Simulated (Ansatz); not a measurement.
From input file to script: SnO, space group Pmn2_1 in Ansatz 0.2.0.

```yaml
crystal:
  lattice:
    - [3.355005, 0.0, 0.0]
    - [0.0, 5.674104, 0.0]
    - [0.0, 0.0, 4.22197]
  atoms:
    - { symbol: Sn, position: [0.0, 0.231909, 0.513144] }
    - { symbol: Sn, position: [0.5, 0.768091, 0.013144] }
    - { symbol: O, position: [0.0, 0.89125, 0.736857] }
    - { symbol: O, position: [0.5, 0.10875, 0.236857] }
basis:
  ecutwfc: 420.0
kpoints:
  mp_grid:
    grid: [5, 3, 4]
hamiltonian:
  xc: lda
scf:
  convergence:
    dr2_threshold: 1.0e-08
  occupations:
    method: fixed
output:
  optics:
    de: 0.1
    scissors: 1.5
    nscf_kmesh:
      grid: [7, 4, 5]
```

`optics.py`:
```python
"""Dielectric function of SnO against photon energy."""

import ansatz as az
import numpy as np

lattice = az.Lattice.of(
    (3.355005, 0.0, 0.0),
    (0.0, 5.674104, 0.0),
    (0.0, 0.0, 4.22197),
)
sites = [
    ("Sn", (0.0, 0.231909, 0.513144)),
    ("Sn", (0.5, 0.768091, 0.013144)),
    ("O", (0.0, 0.89125, 0.736857)),
    ("O", (0.5, 0.10875, 0.236857)),
]
crystal = az.Crystal(lattice=lattice)
for symbol, position in sites:
    crystal = crystal.atom(symbol, position)

calculation = crystal.calculation()
calculation = calculation.functional("lda")
calculation = calculation.basis(420)
calculation = calculation.kpoints(5, 3, 4).occupations("fixed")
calculation = calculation.scf(tolerance=1e-08).optics(energy_step=0.1, nscf_kmesh=(7, 4, 5), scissors=1.5)
out = calculation.run(threads=1)
spectra = out.optics()
energy, filling = np.asarray(spectra.photon_energy_ev), spectra.band_filling
gapped = filling.kind == "insulating"
eps1 = np.asarray(filling.eps1 if gapped else filling.eps1_interband)[:3].mean(axis=0)
eps2 = np.asarray(filling.eps2 if gapped else filling.eps2_interband)[:3].mean(axis=0)
print("filling:", filling.kind, "- valid up to", round(spectra.valid_up_to_ev, 2), "eV,", spectra.n_bands, "bands")
top = min(8, spectra.valid_up_to_ev)
# mean of xx, yy and zz; between bands only where the bands are partly filled
print("E (eV)    eps1      eps2")
for e in np.arange(0.5, top + 0.01, 0.5):
    print(f"{e:5.1f} {np.interp(e, energy, eps1):9.3f} {np.interp(e, energy, eps2):9.3f}")
if gapped:
    print("eps_inf, bands beyond those summed included:", np.round(filling.eps_inf[:3], 3))
print("f-sum electrons:", np.round(filling.get("f_sum_n_eff"), 3))
```

`python optics.py` gives:
```text
DeckWarning: scf.convergence.dr2_threshold = 1e-8 eV is looser than 1e-11 eV, the default for `output.optics` on PAW and all-electron files: empty levels that such a close leaves unsettled move lines of the spectra; leave scf.convergence.dr2_threshold unset, or set it to the tightest value that every SCF of the run reaches
filling: insulating - valid up to 5.77 eV, 24 bands
E (eV)    eps1      eps2
  0.5     4.994     0.000
  1.0     5.104     0.000
  1.5     5.306     0.000
  2.0     5.636     0.000
  2.5     6.178     0.000
  3.0     7.166     0.000
  3.5    10.142     0.741
  4.0    10.230     4.955
  4.5     8.512    10.040
  5.0     2.585    11.855
  5.5    -1.125     6.405
eps_inf, bands beyond those summed included: [6.516 5.524 5.33 ]
f-sum electrons: [8.612 7.228 7.382]
```
(Warnings from the package without file and line.)

Caveats:
- The empty bands are shifted up by the scissors value typed.
- Averages over directions belong to no single polarisation, least of all in layered crystals.
- The structure comes from a database of computed cells and needn't be a stable or known phase.
- Independent-particle spectra on Kohn-Sham bands hold no excitons, and semilocal gaps are too small.
- Wall time of the script: 68 s on 1 thread of Arm Neoverse V1 (shared host), peak memory 0.65 GiB.

(Lines on the test bed's own set-up are left out of the output.)
